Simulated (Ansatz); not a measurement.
# Pd (P6_3/mmc) in Ansatz: a series of runs

One crystal, Pd, is run at these levels: PBE, LDA; tasks: band structure.

Everything below comes from runs of Ansatz 0.2.0. Logs are shortened: lines on timing, memory, paths and dates and some standing lists are left out, and cuts for length are marked.

### 1 The structure

Symmetry: P6_3/mmc, No. 194, hexagonal system. The conventional cell has a = 2.784 Å, b = 2.784 Å, c = 4.629 Å, α = 90.00°, β = 90.00°, γ = 120.00°. Pd (site symmetry -6m2) has 12 Pd at 2.78 to 2.82 Å as nearest neighbours.

This isn't the form of Pd at room conditions, which is fcc.

### 2 Band structure, PBE

input.yaml reads:

```yaml
crystal:
  lattice:
    - [2.7836650458, 0.0, 0.0]
    - [-1.3918325229, 2.4107246453, 0.0]
    - [0.0, 0.0, 4.628893]
  atoms:
    - { symbol: Pd, position: [0.3333333333, 0.6666666667, 0.25] }
    - { symbol: Pd, position: [0.6666666667, 0.3333333333, 0.75] }
kpoints:
  mp_grid: { grid: [11, 11, 6] }
  band_path:
    path:
      - [0.0, 0.0, 0.0]
      - [0.5, 0.0, 0.0]
      - [0.3333333333, 0.3333333333, 0.0]
      - [0.0, 0.0, 0.0]
      - [0.0, 0.0, 0.5]
      - [0.5, 0.0, 0.5]
      - [0.3333333333, 0.3333333333, 0.5]
      - [0.0, 0.0, 0.5]
    npoints: 10
scf:
  occupations: { method: fermi_dirac, width: 0.05 }
hamiltonian:
  xc: pbe
  pseudopotentials: { kind: all_electron, lapw: { basis_error: 0.001 } }
output:
  forces: true
  stress: true
  eigenvalues: true
```

Potentials or basis: all-electron LAPW, scalar-relativistic.

Run with:

```bash
$ ansatz run input.yaml --threads 1 --pin off --max-ram 3072MiB --backend cpu --events-out ev --progress --plain --runs-dir out
```

Standard output:

```text
Warning: RAYON_NUM_THREADS=1 ignored (pool sized by the plan → 1); use --threads N
LAPW: plane waves up to 8.258 Å⁻¹, error target 1.0e-3 eV per atom; small_component_spin mean_spin; Pd in spheres of 1.392 Å, 28 of its electrons in bands, Dirac shells [] (how accurate: hamiltonian.pseudopotentials.lapw.basis_error, Limitations)
Engine: ansatz 0.2.0, x86_64-unknown-linux-gnu
Pseudopotentials: kind: all_electron
Pseudopotential: Pd, LAPW, valence charge 28, lapw/all_electron/scalar/gaussian/Pd, Koelling and Harmon's equation, gaussian nucleus
Functional definition: PBE
  parameter kappa = 0.804
  parameter beta = 0.06672455060314922
  exchange = pbe_x(kappa = kappa, mu = beta*pi^2/3)
  correlation = pbe_c(beta = beta)
Crystal: 2 atoms, lattice volume = 31.063 Å³
Basis set: ecut = 259.8113751343583 eV, 301 PW (Γ), exchange–correlation at level 2
Bands: 34, of which v1, the nominal top of the filled ones, is band 28 counted from 1 (27 counted from 0)
Symmetry: 24 space group operations
Space group: P63/mmc (ITA 194), of the structure as read, at distance tolerance 3.1e-5 Å
k-points: 64 of 726
Non-local potential: Pd, projectors of the file, none
Initial density: superposition of atomic densities (chi_scale 0.1, normalization cell)
Initial wavefunctions: plane waves of lowest kinetic energy (no species holds an atomic orbital)
Functional: x = pbe(κ = 0.804, μ = 0.2195149727645171), c = pbe(β = 0.06672455060314922)
iter 1 solved again at ethr=7.78e-4 eV; its pass at ethr=1.00e-1 eV (dr2=4.35e-1 eV) is discarded
SCF iter   1: F=—  HF=-274615.145549 eV  |F-HF|=—  |Δ(HF+E_count)|=         —  Δρ=4.91e-2  dr2=4.37e-1  ethr=7.78e-4  ⟨swp⟩=2.5  Hψ=13686  notcnv=0
preconditioner: auto → LDOS  [metal: Δε(μ)=0.024 eV  Ē_g=11.099 eV  σ=0.050 eV  W_gap=0.12  n_scr=22 (ndim 8)  ℏωp=29.8 eV  f_vac=0.014  D(μ)=6.05/eV (n_scr^D=110)  β→1.0]
iter 2 solved again at ethr=2.95e-5 eV; its pass at ethr=7.78e-4 eV (dr2=1.65e-2 eV) is discarded
SCF iter   2: F=—  HF=-274615.317535 eV  |F-HF|=—  |Δ(HF+E_count)|=   1.72e-1  Δρ=1.35e-2  dr2=1.65e-2  ethr=2.95e-5  ⟨swp⟩=2.0  Hψ=11328  notcnv=0
preconditioner: auto → Kerker (q_TF=auto, 3.010 Å⁻¹)  [metal: Δε(μ)=0.012 eV  Ē_g=12.506 eV  σ=0.050 eV  W_gap=0.06  n_scr=22 (ndim 8)  ℏωp=29.8 eV  f_vac=0.000  D(μ)=5.56/eV (n_scr^D=98)  β→0.5]
SCF iter   3: F=—  HF=-274613.282966 eV  |F-HF|=—  |Δ(HF+E_count)|=    2.03e0  Δρ=1.62e-2  dr2=5.41e-2  ethr=2.95e-5  ⟨swp⟩=3.0  Hψ=7652  notcnv=0
SCF iter   4: F=—  HF=-274613.294581 eV  |F-HF|=—  |Δ(HF+E_count)|=         —  Δρ=6.16e-3  dr2=1.17e-2  ethr=2.95e-5  ⟨swp⟩=3.0  Hψ=6778  notcnv=0
the basis was enlarged: its passes take 91.6 KiB over the memory plan, 1 of 1 planned eigensolver slots
SCF iter   5: F=—  HF=-274613.299808 eV  |F-HF|=—  |Δ(HF+E_count)|=   5.23e-3  Δρ=1.76e-3  dr2=1.04e-3  ethr=2.09e-5  ⟨swp⟩=2.1  Hψ=5906  notcnv=0
SCF iter   6: F=—  HF=-274613.299936 eV  |F-HF|=—  |Δ(HF+E_count)|=   1.27e-4  Δρ=4.99e-4  dr2=4.82e-5  ethr=1.86e-6  ⟨swp⟩=2.0  Hψ=6290  notcnv=0
SCF iter   7: F=—  HF=-274613.299916 eV  |F-HF|=—  |Δ(HF+E_count)|=   2.04e-5  Δρ=1.99e-4  dr2=6.62e-6  ethr=8.61e-8  ⟨swp⟩=2.0  Hψ=6291  notcnv=0
SCF iter   8: F=—  HF=-274613.299918 eV  |F-HF|=—  |Δ(HF+E_count)|=   2.99e-6  Δρ=5.11e-5  dr2=5.74e-7  ethr=1.18e-8  ⟨swp⟩=2.6  Hψ=6334  notcnv=0
SCF iter   9: F=-274613.299919 eV  HF=-274613.299919 eV  |F-HF|=5.82e-10  |Δ(HF+E_count)|=   2.95e-8  Δρ=9.10e-6  dr2=2.36e-8  ethr=1.02e-9  ⟨swp⟩=2.0  Hψ=6291  notcnv=0
SCF 1 converged in 9 iterations: F = -274613.299919 eV  dr2 = 2.36e-8
NSCF: frozen V_eff on 71 k-points
SCF converged after 9 iterations
Free energy (F): -274613.299919 eV
Harris-Foulkes:  -274613.299919 eV  (|F-HF|=5.82e-10)
Internal energy: -274613.251953 eV  (E = F + TS)
E sigma→0 (E₀):  -274613.275936 eV
Entropy (-TS):   -0.047966 eV (-23.983 meV/atom)
Fermi energy:    20.085880 eV
--- Per-component energies (eV) ---
  E_band       = -6338.538862
  E_kinetic    = 286591.474528
  E_xc         = -7844.833095
  E_electrostatic = -553359.893385  (all electrons and nuclei)
  E_smearing   = -0.047966  (= −TS)
  E_closure    = 0.000000  (closes the sum)
  E_atoms      = -274605.924169  (free atoms, spherical and without spin; not in F)
  Σ components = -274613.299919   (vs F -274613.299919, Δ=0.00e0)
  Basis errors (estimates in eV, not in F): energy 2.4e-4 per atom: plane waves 2.0e-4 (1.0e-4 summed), levels above the bands 4.8e-118, relativity 7.0e-8, radial functions 4.2e-5, core shells 3.8e-8; eigenvalues (radial functions only) 5.2e-6; not estimated: angular momenta, meshes, grids; target (lapw.basis_error) 1.0e-3; muffin-tin radii Pd 1.392 Å
--- Forces (eV/Å), atoms counted from 1 ---
  atom   1  Pd    -0.00000000     0.00000000     0.00000000
  atom   2  Pd     0.00000000    -0.00000000     0.00000000
  max |Σ_I F_I| component: 0.00e0 eV/Å
--- Stress (GPa, compression-positive) ---
       -1.594871      -0.000000       0.000000
        0.000000      -1.594871       0.000000
        0.000000       0.000000      -1.223452
  P = ⅓ Tr σ = -1.4711 GPa (-14.711 kbar)
--- Band table (eV; the first three rows and the last of 64) ---
  k-point 0: bands = ["-304.1186", "-304.1186", "-304.1186", "-304.1186", "-304.0905", "-304.0905", "-304.0833", "-304.0833", "-304.0833", "-304.0833", "-63.8796", "-63.8402", "-29.7099", "-29.4777", "-29.4777", "-29.4333", "-29.4333", "-29.3861", "13.3114", "15.1468", "17.3637", "17.5483", "17.5483", "17.8757", "17.8757", "18.5199", "18.5199", "19.8518", "19.8518", "21.0439", "26.7229", "37.0095", "38.5622", "39.3250"]
  k-point 1: bands = ["-304.1186", "-304.1186", "-304.1186", "-304.1186", "-304.0905", "-304.0905", "-304.0833", "-304.0833", "-304.0833", "-304.0833", "-63.8770", "-63.8428", "-29.6885", "-29.4747", "-29.4747", "-29.4363", "-29.4363", "-29.4081", "13.5434", "15.1824", "17.3040", "17.4978", "17.4978", "17.8054", "17.8054", "18.6876", "18.6876", "19.8207", "19.8207", "20.0658", "28.0664", "36.6052", "38.7522", "38.8336"]
  k-point 2: bands = ["-304.1186", "-304.1186", "-304.1186", "-304.1186", "-304.0905", "-304.0905", "-304.0833", "-304.0833", "-304.0833", "-304.0833", "-63.8698", "-63.8500", "-29.6300", "-29.4681", "-29.4666", "-29.4666", "-29.4444", "-29.4444", "14.1739", "15.2042", "17.2093", "17.4531", "17.4531", "17.6482", "17.6482", "18.4600", "19.0501", "19.0501", "19.6910", "19.6910", "30.7946", "35.8288", "37.9733", "38.0132"]
  k-point 63: bands = ["-304.1186", "-304.1186", "-304.1186", "-304.1186", "-304.0905", "-304.0905", "-304.0833", "-304.0833", "-304.0833", "-304.0833", "-63.8252", "-63.8252", "-29.7051", "-29.7051", "-29.6334", "-29.6334", "-29.4657", "-29.4657", "16.1724", "16.1724", "16.7664", "16.7664", "17.5057", "17.5057", "18.4838", "18.4838", "19.9344", "19.9344", "26.2059", "26.2059", "28.4756", "28.4756", "30.0016", "30.0016"]
```

Wall time 31 s (1 thread of Intel Xeon at 2.70GHz, shared host); peak memory 0.4 GiB.

Results:

- Free energy: -274613.2999 eV
- Pressure: -1.5 GPa
- Band gap along the path: none (metal or under the smearing width)

Stress tensor (GPa, compression positive):
```
-1.59  0.00  0.00
 0.00 -1.59  0.00
 0.00  0.00 -1.22
```

Levels at the corners of the path, in eV from the Fermi level:
| point | band 25 | band 26 | band 27 | band 28 | band 29 | band 30 | band 31 | band 32 |
| --- | --- | --- | --- | --- | --- | --- | --- | --- |
| Γ | -2.21 | -1.57 | -1.57 | -0.23 | -0.23 | 0.96 | 6.64 | 16.92 |
| M | -1.63 | 0.00 | 0.02 | 0.18 | 2.53 | 4.38 | 9.39 | 9.69 |
| K | -1.71 | -0.48 | -0.48 | -0.36 | 5.77 | 5.97 | 5.97 | 12.05 |
| Γ | -2.21 | -1.57 | -1.57 | -0.23 | -0.23 | 0.96 | 6.64 | 16.92 |
| A | -2.58 | -2.58 | -0.66 | -0.66 | -0.66 | -0.66 | 13.67 | 13.67 |
| L | -0.43 | -0.43 | 0.11 | 0.11 | 2.64 | 2.64 | 7.87 | 7.87 |
| H | -1.69 | -1.69 | -0.17 | -0.17 | 6.77 | 6.77 | 8.48 | 8.48 |
| A | -2.58 | -2.58 | -0.66 | -0.66 | -0.66 | -0.66 | 13.67 | 13.67 |

### 3 Band structure, LDA

input.yaml: that of step 2 with these lines changed.

```diff
@@ -24,3 +24,3 @@
 hamiltonian:
-  xc: pbe
+  xc: lda
   pseudopotentials: { kind: all_electron, lapw: { basis_error: 0.001 } }
```

Potentials or basis: all-electron LAPW, scalar-relativistic.

Run with:

```bash
$ ansatz run input.yaml --threads 1 --pin off --max-ram 3072MiB --backend cpu --events-out ev --progress --plain --runs-dir out
```

It took 31 s on 1 thread of Intel Xeon at 2.70GHz, shared host; peak memory 0.4 GiB.

It converged, with:

- Free energy: -274356.9018 eV
- Pressure: -15.7 GPa
- Band gap along the path: none (metal or under the smearing width)

Stress tensor (GPa, compression positive):
```
-15.94   0.00   0.00
  0.00 -15.94   0.00
  0.00   0.00 -15.18
```

Levels at the corners of the path, in eV from the Fermi level:
```tsv
point	band 26	band 27	band 28	band 29	band 30	band 31
Γ	-1.58	-1.58	-0.23	-0.23	0.88	6.53
M	0.00	0.03	0.18	2.48	4.30	9.24
K	-0.48	-0.48	-0.35	5.73	5.86	5.86
Γ	-1.58	-1.58	-0.23	-0.23	0.88	6.53
A	-2.60	-0.66	-0.66	-0.66	-0.66	13.60
L	-0.45	0.11	0.11	2.56	2.56	7.76
H	-1.70	-0.18	-0.18	6.69	6.69	8.45
A	-2.60	-0.66	-0.66	-0.66	-0.66	13.60
```
